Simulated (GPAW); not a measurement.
# PbS (Galena) (Fm-3m) in GPAW: a series of runs, part 2 of 3

GPAW 26.7.0. The steps go on from the part before.

### 3 One-shot levels on a semilocal density, r2SCAN

run.py reads:

```python
import numpy as np
import spglib
from ase import Atoms
from ase.dft.bandgap import bandgap
from ase.io import read, write
from ase.units import Ha
from gpaw import GPAW, PW
from gpaw.hybrids.energy import non_self_consistent_energy
from gpaw.new.pw.nschse import non_self_consistent_matrix_elements

atoms = read('PbS.cif')
cell, positions, numbers = spglib.find_primitive(
    (atoms.cell[:], atoms.get_scaled_positions(), atoms.numbers), symprec=1e-4)
atoms = Atoms(numbers, cell=cell, scaled_positions=positions, pbc=True)

calc = GPAW(mode=PW(450),
            xc='MGGA_X_R2SCAN+MGGA_C_R2SCAN',
            kpts={'size': (5, 5, 5), 'gamma': True},
            occupations={'name': 'fermi-dirac', 'width': 0.001},
            nbands=19,
            convergence={'density': 1e-06, 'bands': 17},
            maxiter=150,
            txt='gpaw.txt')
atoms.calc = calc
energy = atoms.get_potential_energy()
calc.write('gs.gpw')
write('result.traj', atoms)
print(f'Energy: {energy:.6f} eV')
print('Fermi level:', round(calc.get_fermi_level(), 4), 'eV')
print(f'Gap: {bandgap(calc)[0]:.4f} eV, direct: {bandgap(calc, direct=True)[0]:.4f} eV')

calc.write('wfs.gpw', mode='all')
eps = calc.eigenvalues()
free = calc.get_potential_energy(force_consistent=True)
semilocal_x = free + calc.get_xc_difference('MGGA_X_R2SCAN')  # without correlation
exact_x = non_self_consistent_energy(calc, 'EXX').sum()
h_x = non_self_consistent_matrix_elements(GPAW('wfs.gpw').dft, 'MGGA_X_R2SCAN')
h_exx = non_self_consistent_matrix_elements(GPAW('wfs.gpw').dft, 'EXX')
shift = np.einsum('sknn->skn', h_exx - h_x).real * Ha
np.savetxt('shift.dat', shift[..., :17].reshape((-1, 17)), fmt='%.4f')
occupied = eps < calc.get_fermi_level()
for name, a in {'r2SCAN0': 0.25, 'r2SCANh': 0.1, 'r2SCAN50': 0.5, 'r2SCAN-EpsX': 0.058}.items():
    levels = (eps + a * shift)[..., :17]
    gap = levels[~occupied[..., :17]].min() - levels[occupied[..., :17]].max()
    print(f'{name}: share {a}, energy {free + a * (exact_x - semilocal_x):.6f} eV, gap {gap:.4f} eV')
```

PbS.cif is that of step 2.

Potentials or basis: GPAW PAW data sets (gpaw-data 1.2.1), pw.

On the command line:

```
> OMP_NUM_THREADS=1 python run.py
```

gpaw.txt:

```text
__  _  _
 | _ |_)|_||  |
 |__||  | ||/\| - 26.7.0

Input parameters:
  mode=PW(ecut=450.00000000000006),
  convergence={'density': 1e-06, 'bands': 17},
  kpts=MonkhorstPack(size=(5, 5, 5), gamma=True),
  maxiter=150,
  nbands=19,
  occupations=Occupations(name='fermi-dirac', width=0.001),
  xc=XC(name='MGGA_X_R2SCAN+MGGA_C_R2SCAN')

Diagonalizing LCAO Hamiltonian
Converting LCAO to pw mode

                S

       Pb

Atoms  # Å, Bohr magnetons
|   | symbol |        x |        y |        z |    initial magnetic moments |
|---|--------|----------|----------|----------|-----------------------------|
| 0 |     Pb | 0.000000 | 0.000000 | 0.000000 | ( 0.0000,  0.0000,  0.0000) |
| 1 |      S | 2.965750 | 2.965750 | 2.965750 | ( 0.0000,  0.0000,  0.0000) |

Unit cell  # Å
| periodic |        x |        y |        z |  lengths |    angles |
|----------|----------|----------|----------|----------|-----------|
|      yes | 0.000000 | 2.965750 | 2.965750 | 4.194204 | 60.000000 |
|      yes | 2.965750 | 0.000000 | 2.965750 | 4.194204 | 60.000000 |
|      yes | 2.965750 | 2.965750 | 0.000000 | 4.194204 | 60.000000 |

Number of symmetries: 48
Symmetry operations  # r_c * U_cc + t_c -> r_c
|    | kind |            matrix            |
|----|------|------------------------------|
|  0 |  σ   |  1, 0, 0,  1, 0,-1,  1,-1, 0 |
|  1 |  C2  |  1, 0, 0,  1,-1, 0,  1, 0,-1 |
|  2 |  E   |  1, 0, 0,  0, 1, 0,  0, 0, 1 |
|  3 |  σ   |  1, 0, 0,  0, 0, 1,  0, 1, 0 |
|  4 |  C4  |  1, 0,-1,  1, 0, 0,  1,-1, 0 |
|  5 |  S6  |  1, 0,-1,  1,-1, 0,  1, 0, 0 |
|  6 |  σ   |  1, 0,-1,  0, 1,-1,  0, 0,-1 |
|  7 |  C3  |  1, 0,-1,  0, 0,-1,  0, 1,-1 |
|  8 |  S6  |  1,-1, 0,  1, 0, 0,  1, 0,-1 |
|  9 |  C4  |  1,-1, 0,  1, 0,-1,  1, 0, 0 |
| 10 |  C3  |  1,-1, 0,  0,-1, 1,  0,-1, 0 |
| 11 |  σ   |  1,-1, 0,  0,-1, 0,  0,-1, 1 |
| 12 |  σ   |  0, 1, 0,  1, 0, 0,  0, 0, 1 |
| 13 |  C4  |  0, 1, 0,  0, 1,-1, -1, 1, 0 |
| 14 |  C3  |  0, 1, 0,  0, 0, 1,  1, 0, 0 |
| 15 |  S6  |  0, 1, 0, -1, 1, 0,  0, 1,-1 |
| 16 |  C2  |  0, 1,-1,  1, 0,-1,  0, 0,-1 |
| 17 |  σ   |  0, 1,-1,  0, 1, 0, -1, 1, 0 |
| 18 |  S4  |  0, 1,-1,  0, 0,-1,  1, 0,-1 |
| 19 |  C4  |  0, 1,-1, -1, 1, 0,  0, 1, 0 |
| 20 |  C3  |  0, 0, 1,  1, 0, 0,  0, 1, 0 |
| 21 |  σ   |  0, 0, 1,  0, 1, 0,  1, 0, 0 |
| 22 |  S6  |  0, 0, 1,  0,-1, 1, -1, 0, 1 |
| 23 |  C4  |  0, 0, 1, -1, 0, 1,  0,-1, 1 |
| 24 |  S4  |  0, 0,-1,  1, 0,-1,  0, 1,-1 |
| 25 |  C3  |  0, 0,-1,  0, 1,-1,  1, 0,-1 |
| 26 |  C2  |  0, 0,-1,  0,-1, 0, -1, 0, 0 |
| 27 |  S6  |  0, 0,-1, -1, 0, 0,  0,-1, 0 |
| 28 |  S4  |  0,-1, 1,  1,-1, 0,  0,-1, 0 |
| 29 |  C4  |  0,-1, 1,  0, 0, 1, -1, 0, 1 |
| 30 |  C2  |  0,-1, 1,  0,-1, 0,  1,-1, 0 |
| 31 |  σ   |  0,-1, 1, -1, 0, 1,  0, 0, 1 |
| 32 |  C3  |  0,-1, 0,  1,-1, 0,  0,-1, 1 |
| 33 |  S6  |  0,-1, 0,  0, 0,-1, -1, 0, 0 |
| 34 |  S4  |  0,-1, 0,  0,-1, 1,  1,-1, 0 |
| 35 |  C2  |  0,-1, 0, -1, 0, 0,  0, 0,-1 |
| 36 |  C2  | -1, 1, 0,  0, 1, 0,  0, 1,-1 |
| 37 |  S6  | -1, 1, 0,  0, 1,-1,  0, 1, 0 |
| 38 |  S4  | -1, 1, 0, -1, 0, 1, -1, 0, 0 |
| 39 |  C3  | -1, 1, 0, -1, 0, 0, -1, 0, 1 |
| 40 |  S6  | -1, 0, 1,  0, 0, 1,  0,-1, 1 |
| 41 |  C2  | -1, 0, 1,  0,-1, 1,  0, 0, 1 |
| 42 |  C3  | -1, 0, 1, -1, 1, 0, -1, 0, 0 |
| 43 |  S4  | -1, 0, 1, -1, 0, 0, -1, 1, 0 |
| 44 |  C2  | -1, 0, 0,  0, 0,-1,  0,-1, 0 |
| 45 |  i   | -1, 0, 0,  0,-1, 0,  0, 0,-1 |
| 46 |  σ   | -1, 0, 0, -1, 1, 0, -1, 0, 1 |
| 47 |  C2  | -1, 0, 0, -1, 0, 1, -1, 1, 0 |

BZ-sampling:
  Number of BZ points: 125
  Number of IBZ points: 10

  Monkhorst-Pack size: [5, 5, 5]
  Monkhorst-Pack shift: [0, 0, 0]

K-points  # in reciprocal-cell coordinates
|   |                                coordinates |     weight |
|---|--------------------------------------------|------------|
| 0 | (  0.00000000,   0.00000000,   0.00000000) | 0.00800000 |
| 1 | (  0.20000000,   0.20000000,   0.00000000) | 0.04800000 |
| 2 | (  0.20000000,   0.20000000,   0.20000000) | 0.06400000 |
| 3 | (  0.40000000,   0.20000000,  -0.20000000) | 0.19200000 |
| 4 | (  0.40000000,   0.20000000,   0.20000000) | 0.09600000 |
| 5 | (  0.40000000,   0.40000000,  -0.40000000) | 0.19200000 |
| 6 | (  0.40000000,   0.40000000,  -0.20000000) | 0.09600000 |
| 7 | (  0.40000000,   0.40000000,   0.00000000) | 0.04800000 |
| 8 | (  0.40000000,   0.40000000,   0.20000000) | 0.19200000 |
| 9 | (  0.40000000,   0.40000000,   0.40000000) | 0.06400000 |

Plane wave coefficients: 1143
Cutoff: 450.00000000000006 eV

Spin-components: 1 (collinear spins)
Bands:           19
Projectors:      11
Spin-degeneracy: 2
Datatype:        complex128

Density:
  Valence electrons: 20.0
  Components: 1
  Grid points: [21 21 21]
  Charge: 0.0  # |e|

Potential:
  Grid points: [21 21 21]

species:
  Pb:
    name:    Lead
    Z:       82.0
    valence: 14
    core:    68
    charge:  0.0  # [|e|]
    compensation charges:
      type: gauss
      rc: 0.38  # [Å]
      lmax: 2
    cutoffs:
      filter: 2.36  # [Å]
      core: 2.43  # [Å]
    projectors
    | kind |    occ | energy [eV] | rcut [Å] |
    |------|--------|-------------|----------|
    |   6s |  2.000 |     -11.969 |    1.259 |
    |   6p |  2.000 |      -3.506 |    1.275 |
    |   5d | 10.000 |     -21.211 |    1.217 |
    |    s |        |      15.243 |    1.259 |
    |    p |        |      23.705 |    1.275 |
    |    d |        |       6.001 |    1.217 |

    Using partial waves for Pb as LCAO basis

  S:
    name:    Sulfur
    Z:       16.0
    valence: 6
    core:    10
    charge:  0.0  # [|e|]
    compensation charges:
      type: gauss
      rc: 0.24  # [Å]
      lmax: 2
    cutoffs:
      filter: 1.77  # [Å]
      core: 1.66  # [Å]
    projectors
    | kind |    occ | energy [eV] | rcut [Å] |
    |------|--------|-------------|----------|
    |   3s |  2.000 |     -17.254 |    0.974 |
    |   3p |  4.000 |      -7.008 |    0.979 |
    |    s |        |       9.957 |    0.974 |
    |    p |        |      20.203 |    0.979 |
    |    d |        |       0.000 |    0.900 |

    Using partial waves for S as LCAO basis

Reference energy: -578132.083262  # eV

eigensolver:
  PPCG
  Converge bands: 17
  niter=2

density mixing:
  MSR1-Mixer
  Pratt-step length: 0.05
  Maximum mixing coefficient: 0.75
  Old densities: 10
  SVD Regularization: 0.005
  Good broyden scale: 1.0
  Trust region scale: 1.0
  Backstep threshold: 4.0
  History deletion threshold: 6.0
  Fourier metric: weight=20.0, sigma=0.015

occupation numbers:
  Fermi-Dirac:
    width: 0.0010  # eV

poisson solver:
  ecut: 3600.0000000000005  # eV

xc functional:
  name: MGGA_X_R2SCAN+MGGA_C_R2SCAN with 2 nearest neighbor stencil

convergence criteria:
- Maximum integral of absolute [dens]ity change: 1e-06 electrons / valence electron
- Maximum [total energy] change in last 3 cyles: 0.0005 eV / valence electron
- Maximum integral of absolute [eigenst]ate change: 4e-08 eV^2 / valence electron
maximum number of iterations: 150

SCF iterations
|iter     | |      energy | eigst |  dens |
|---------|-|-------------|-------|-------|
|iter:   1| |  -34.200192 | +2.50 |       |
|iter:   2| |  -30.027874 | +0.61 | -1.19 |
|iter:   3| |-644394.977192 | +5.49 | -1.18 |
|iter:   4| |  -13.440810 | +2.19 | +1.75 |
|iter:   5| |  -30.242384 | +1.35 | -0.44 |
|iter:   6| |  -29.760057 | -0.38 | -1.41 |
|iter:   7| |  -29.749566 | -1.62 | -1.56 |
|iter:   8| |  -29.760038 | -2.42 | -2.13 |
|iter:   9| |  -29.761114 | -3.27 | -2.50 |
|iter:  10| |  -29.760977c| -4.16 | -2.81 |
|iter:  11| |  -29.760958c| -4.66 | -3.20 |
|iter:  12| |  -29.760959c| -6.03 | -4.22 |
|iter:  13| |  -29.760959c| -7.07 | -4.61 |
|iter:  14| |  -29.760959c| -7.94c| -5.44 |
|iter:  15| |  -29.760959c| -8.27c| -5.90 |
|iter:  16| |  -29.760959c| -8.98c| -6.25c|

Converged in 16 steps
Energy contributions relative to reference atoms: (reference = -578132.083262)

Energy contributions:
  Kinetic:          24.917442
  Coulomb:         -24.687991
  Zero:             -0.060186
  External:          0.000000
  Xc:              -29.930225
  Entropy:          -0.000000
  Spinorbit:         0.000000
  ----------------------------
  Free energy:     -29.760959
  Extrapolated:    -29.760959

dipole moment: (-25.031749, -25.031749, -25.031749)  # |e|*Ang

Fermi level: 7.151
Eigenvalues  # (at kpt = [0.000, 0.000, 0.000])
| band index |      eig [eV] | occ [0-2] |
|------------|---------------|-----------|
|          0 |       -11.346 |     2.000 |
|        ... |               |           |
|          2 |       -11.346 |     2.000 |
|          3 |       -11.339 |     2.000 |
|          4 |       -11.339 |     2.000 |
|          5 |        -8.098 |     2.000 |
|          6 |         0.070 |     2.000 |
|          7 |         3.767 |     2.000 |
|          8 |         3.767 |     2.000 |
|          9 |         3.767 |     2.000 |
|         10 |        11.641 |     0.000 |
|         11 |        11.641 |     0.000 |
|         12 |        11.641 |     0.000 |
|         13 |        13.219 |     0.000 |
|         14 |        13.219 |     0.000 |
|         15 |        13.219 |     0.000 |
|         16 |        15.193 |     0.000 |
|         17 |        15.648 |     0.000 |
|         18 |        15.648 |     0.000 |

Gap: 1.458 eV
Transition (v -> c):
  (s=0, k=9, n=9, [0.40, 0.40, 0.40]) -> (s=0, k=9, n=10, [0.40, 0.40, 0.40])
No difference between direct/indirect transitions
# Writing to gs.gpw (mode='')

# Writing to wfs.gpw (mode='all')
```

Run time: 4.8 min. Hardware: 1 thread of Arm Neoverse V1, shared host; peak memory 0.64 GiB.

Results:

```yaml
Free_energy: -29.7610 eV
```

Levels at points of the mesh, in eV from the Fermi level:
| k point | band 6 | band 7 | band 8 | band 9 | band 10 | band 11 | band 12 | band 13 | band 14 | band 15 |
| --- | --- | --- | --- | --- | --- | --- | --- | --- | --- | --- |
| (0.00, 0.00, 0.00) | -15.25 | -7.08 | -3.38 | -3.38 | -3.38 | 4.49 | 4.49 | 4.49 | 6.07 | 6.07 |

Band gaps from one-shot exact exchange on these states (eV): r2scan0 2.32, r2scanh 1.80, r2scan50 3.19, r2scan_epsx 1.66

Caveat: the k mesh is coarse; this odd mesh misses L, where the gap lies, so gap, dielectric constants and Born charges aren't listed; energy and the plain gap are those of the semilocal run; the hybrids' values are one shot on its orbitals and mesh. Spin-orbit coupling is left out, which matters for the levels of Pb.

### 4 Hybrid scf, PBE-EpsX

run.py reads:

```python
import spglib
from ase import Atoms
from ase.dft.bandgap import bandgap
from ase.io import read, write
from gpaw import GPAW, PW

atoms = read('PbS.cif')
cell, positions, numbers = spglib.find_primitive(
    (atoms.cell[:], atoms.get_scaled_positions(), atoms.numbers), symprec=1e-4)
atoms = Atoms(numbers, cell=cell, scaled_positions=positions, pbc=True)

calc = GPAW(mode=PW(450),
            xc={'name': '0.942_GGA_X_PBE+1.0_GGA_C_PBE', 'fraction': 0.058, 'omega': 0.0, 'backend': 'pw'},
            kpts={'size': (4, 4, 4), 'gamma': True},
            occupations={'name': 'fermi-dirac', 'width': 0.001},
            nbands=19,
            convergence={'density': 0.0001},
            maxiter=40,
            txt='gpaw.txt')
atoms.calc = calc
energy = atoms.get_potential_energy()
calc.write('gs.gpw')
write('result.traj', atoms)
print(f'Energy: {energy:.6f} eV')
print('Fermi level:', round(calc.get_fermi_level(), 4), 'eV')
print(f'Gap: {bandgap(calc)[0]:.4f} eV, direct: {bandgap(calc, direct=True)[0]:.4f} eV')
```

PbS.cif is that of step 3.

Potentials or basis: GPAW PAW data sets (gpaw-data 1.2.1), pw.

On the command line:

```
> OMP_NUM_THREADS=1 python run.py
```

gpaw.txt:

```text
__  _  _
 | _ |_)|_||  |
 |__||  | ||/\| - 26.7.0

Input parameters:
  mode=PW(ecut=450.00000000000006),
  convergence={'density': 0.0001},
  kpts=MonkhorstPack(size=(4, 4, 4), gamma=True),
  maxiter=40,
  nbands=19,
  occupations=Occupations(name='fermi-dirac', width=0.001),
  xc=XC(name='0.942_GGA_X_PBE+1.0_GGA_C_PBE', fraction=0.058, omega=0.0, backend='pw')

Diagonalizing LCAO Hamiltonian
Converting LCAO to pw mode

                S

       Pb

Atoms  # Å, Bohr magnetons
|   | symbol |        x |        y |        z |    initial magnetic moments |
|---|--------|----------|----------|----------|-----------------------------|
| 0 |     Pb | 0.000000 | 0.000000 | 0.000000 | ( 0.0000,  0.0000,  0.0000) |
| 1 |      S | 2.965750 | 2.965750 | 2.965750 | ( 0.0000,  0.0000,  0.0000) |

Unit cell  # Å
| periodic |        x |        y |        z |  lengths |    angles |
|----------|----------|----------|----------|----------|-----------|
[... 191 lines left out ...]
|iter:   8| |   -9.379917c| -5.45 | -3.03 |
|iter:   9| |   -9.379924c| -5.69 | -3.29 |
|iter:  10| |   -9.379923c| -7.16 | -3.71 |
|iter:  11| |   -9.379920c| -6.83 | -3.77 |
|iter:  12| |   -9.379919c| -6.89 | -4.02c|
|iter:  13| |   -9.379919c| -8.13c| -4.67c|

Converged in 13 steps
Energy contributions relative to reference atoms: (reference = -578132.083262)

Energy contributions:
  Kinetic:          20.787830
  Coulomb:         -20.870714
  Zero:             -0.034775
  External:          0.000000
  Xc:              632.131336
  Entropy:          -0.000000
  Spinorbit:         0.000000
  Hybrid_Xc_Cc:      -618.846660
  Hybrid_Xc_Vc:       -10.795510
  Hybrid_Xc_Vv:       -11.751425
  ----------------------------
  Free energy:      -9.379919
  Extrapolated:     -9.379919

dipole moment: (-25.035827, -25.035827, -25.035827)  # |e|*Ang

Fermi level: 6.159
Eigenvalues  # (at kpt = [0.000, 0.000, 0.000])
| band index |      eig [eV] | occ [0-2] |
|------------|---------------|-----------|
|          0 |       -11.152 |     2.000 |
|        ... |               |           |
|          2 |       -11.152 |     2.000 |
|          3 |       -11.146 |     2.000 |
|          4 |       -11.146 |     2.000 |
|          5 |        -7.879 |     2.000 |
|          6 |         0.011 |     2.000 |
|          7 |         3.813 |     2.000 |
[... 9 lines left out ...]
|         17 |        15.514 |     0.000 |
|         18 |        15.553 |     0.000 |

Gap: 0.542 eV
Transition (v -> c):
  (s=0, k=7, n=9, [0.50, 0.50, 0.50]) -> (s=0, k=7, n=10, [0.50, 0.50, 0.50])
No difference between direct/indirect transitions
# Writing to gs.gpw (mode='')
```

stdout:

```text
Energy: -9.379919 eV
Fermi level: 6.1593 eV
Gap: 0.5415 eV, direct: 0.5415 eV
```

It took 55 min on 1 thread of Arm Neoverse V1, shared host; peak memory 0.33 GiB.

Results:

| Property | Result |
| --- | --- |
| Free energy | -9.3799 eV |
| Band gap on the k mesh | 0.54 eV, direct |

Caveat: the k mesh is coarse (spacing up to 0.46 Å⁻¹), so the values aren't converged, least of all with exact exchange; spin-orbit coupling is left out, which as a rule narrows the gap of such compounds by several tenths of an eV. A k mesh can miss the band edges.

[end of part 2 of 3]
